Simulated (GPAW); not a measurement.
Set up this calculation in GPAW 26.7.0, as an ASE script.

```
Task                      : band structure
Functional                : LDA
Potentials or basis       : the program's PAW data sets (release 1.2.1) made for this functional
Cutoff                    : 800 eV
Basis                     : pw
k mesh                    : 4 × 4 × 5
Occupations               : fermi-dirac, width 0.05 eV
Spin                      : spin-orbit coupling, no magnetisation
Maxiter                   : 150
Band path                 : GXMGZRAZ,XR,MA
Band points               : 80
spin axis theta (degrees) : 0
spin axis phi (degrees)   : 0
Soc after scf             : second variation
```

The system is PbO2.

```
Pb O
1.0
     4.99496    0.00000    0.00000
     0.00000    4.99496    0.00000
     0.00000    0.00000    3.40900
Pb O
2 4
Direct
  0.50000 0.50000 0.50000
  0.00000 0.00000 0.00000
  0.69257 0.69257 0.00000
  0.80743 0.19257 0.50000
  0.19257 0.80743 0.50000
  0.30743 0.30743 0.00000
```

The cell is a database's computed one.

These files were run (other wordings do the same):

run.py

```python
import numpy as np
from ase import Atoms
from ase.dft.bandgap import bandgap
from ase.io import write
from ase.units import GPa
from gpaw import GPAW, PW
from gpaw.spinorbit import soc_eigenstates

atoms = Atoms(['Pb', 'Pb', 'O', 'O', 'O', 'O'],
              cell=[[4.99495987, 0.0, 0.0],
                    [0.0, 4.99495987, 0.0],
                    [0.0, 0.0, 3.40900096]],
              scaled_positions=[[0.5, 0.5, 0.5],
                                [0.0, 0.0, 0.0],
                                [0.69257104, 0.69257104, 0.0],
                                [0.80742896, 0.19257104, 0.5],
                                [0.19257104, 0.80742896, 0.5],
                                [0.30742896, 0.30742896, 0.0]],
              pbc=True)

calc = GPAW(mode=PW(800),
            xc='LDA',
            kpts={'size': (4, 4, 5), 'gamma': True},
            occupations={'name': 'fermi-dirac', 'width': 0.05},
            nbands=43,
            convergence={'density': 1e-05, 'energy': 1e-05},
            maxiter=150,
            txt='gpaw.txt')
atoms.calc = calc
energy = atoms.get_potential_energy()
forces = atoms.get_forces()
stress = atoms.get_stress()
calc.write('gs.gpw')
write('result.traj', atoms)
print(f'Energy: {energy:.6f} eV')
print('Forces (eV/A):')
print(forces.round(4))
print('Stress (GPa):', (stress / GPa).round(3))
print('Fermi level:', round(calc.get_fermi_level(), 4), 'eV')
print(f'Gap: {bandgap(calc)[0]:.4f} eV, direct: {bandgap(calc, direct=True)[0]:.4f} eV')

path = atoms.cell.bandpath('GXMGZRAZ,XR,MA', npoints=80, eps=1e-4)
bs_calc = calc.fixed_density(kpts=path, symmetry='off', nbands=63,
                             convergence={'bands': 'CBM+6.0', 'eigenstates': 1e-6}, txt='bands.txt')
bs = bs_calc.band_structure()
bs.write('bs.json')
print(f'Gap on the path: {bandgap(bs_calc)[0]:.4f} eV')

soc = soc_eigenstates(bs_calc, theta=0, phi=0)
np.savetxt('soc_bands.dat', soc.eigenvalues(), fmt='%.4f')
mesh = soc_eigenstates('gs.gpw', theta=0, phi=0)
np.savetxt('soc_mesh.dat', mesh.eigenvalues(), fmt='%.4f')
print('Fermi level with spin-orbit coupling:', round(mesh.fermi_level, 4), 'eV')
```

Potentials or basis: the program's PAW data sets (release 1.2.1) made for this functional, pw.

Command:

```bash
$ OMP_NUM_THREADS=1 python run.py
```

Results of the run:

```yaml
Pressure: -5.5 GPa
Largest_force: 0.070 eV/Å
Band_gap_on_the_k_mesh: 0.23 eV, indirect (least direct gap 0.64 eV)
Band_gap_along_the_path: 0.02 eV, direct
```

Caveat: the k mesh is coarse; spin-orbit coupling was added after a scalar SCF, so levels and gaps hold it while energy, forces, pressure and moments don't; this program's spin-orbit splittings come out too wide for heavy elements; the mesh misses the band edges, which the band path finds closer together.

Wall time 10 min on 1 thread of Arm Neoverse N1, on a shared host, peak memory 0.82 GiB.
